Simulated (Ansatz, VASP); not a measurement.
# WC: VASP beside Ansatz

```xyz
2
Lattice="0.0000 2.1326 2.1326 2.1326 0.0000 2.1326 2.1326 2.1326 0.0000" Properties=species:S:1:pos:R:3 pbc="T T T"
W     0.0000    0.0000    0.0000
C     2.1326    2.1326    2.1326
```

Measurements of this composition are mostly on another form, of space group No. 187.

Alike in both runs: task single point; functional LDA; k mesh 11 × 11 × 11; no spin polarisation.

|  | VASP | Ansatz |
| --- | --- | --- |
| version | VASP 6.6.1 | Ansatz 0.2.0 |
| potentials or method | VASP PAW LDA potentials, release 64 (W_sv, C) | plane waves, PAW |
| plane-wave cutoff (eV) | 520 | 550 |
| occupations | fermi-dirac, width 0.1 eV | fermi-dirac |
| valence electrons in the cell | 18 | 18 |

```csv
,VASP,Ansatz,Ansatz less VASP
pressure (GPa),20.8,18.0,-2.83
```

Caveats: so large a pressure means that the cell lies far from this level's equilibrium, or that cutoff or potentials fall short (VASP). The runs have no spin-orbit coupling, so splittings on W are missing.
